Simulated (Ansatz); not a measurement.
# Si2Ge3: the cost of one run

Program: Ansatz 0.2.0. Level of theory: DFT PBE, scalar-relativistic, plane waves, PAW. These are calculated values, not measurements.

### 1 The system as given

It takes space group R-3m (No. 166, trigonal). The conventional cell has a = 2.922 Å, b = 2.922 Å, c = 35.792 Å, α = 90.00°, β = 90.00°, γ = 120.00°. Si (site symmetry 3m) has 9 Si at 2.92 Å and 3 Ge at 2.92 Å as nearest neighbours. Ge (site symmetry 3m) has 9 Ge at 2.92 Å and 3 Si at 2.92 Å as nearest neighbours. Ge (site symmetry -3m) has 12 Ge at 2.92 Å as nearest neighbours.

As a file:

```
Si Ge
1.0
     1.46122    0.84364   11.93080
    -1.46122    0.84364   11.93080
     0.00000   -1.68727   11.93080
Si Ge
2 3
Direct
  0.30000 0.30000 0.30000
  0.70000 0.70000 0.70000
  0.90000 0.90000 0.90000
  0.50000 0.50000 0.50000
  0.10000 0.10000 0.10000
```

The start is an ordering of an alloy on its end members' structure types: elements ordered on the sites of the Rh type, Si/Ge on Rh (R-3m, No. 166).

### 2 Probe: one point on a coarse mesh

input.yaml reads:

```yaml
crystal:
  lattice:
    - [1.46121909, 0.84363523, 11.93080388]
    - [-1.46121909, 0.84363523, 11.93080388]
    - [0.0, -1.68727047, 11.93080388]
  atoms:
    - { symbol: Si, position: [0.3, 0.3, 0.3] }
    - { symbol: Si, position: [0.7, 0.7, 0.7] }
    - { symbol: Ge, position: [0.9, 0.9, 0.9] }
    - { symbol: Ge, position: [0.5, 0.5, 0.5] }
    - { symbol: Ge, position: [0.1, 0.1, 0.1] }
basis:
  ecutwfc: 420
kpoints:
  mp_grid: { grid: [6, 6, 6] }
hamiltonian:
  xc: pbe
scf:
  occupations: { method: gaussian, width: 0.1 }
  lower_state_search: "off"
output:
  forces: true
  stress: true
  eigenvalues: true
```

The run is started by

```sh
ansatz run input.yaml --threads 1 --pin off --max-ram 2560MiB --backend cpu --events-out ev --progress --plain --runs-dir out
```

What time and memory should one allow on 1 thread of Intel Xeon at 2.70GHz, shared host?

About 7 s, with a peak of 0.4 GiB.
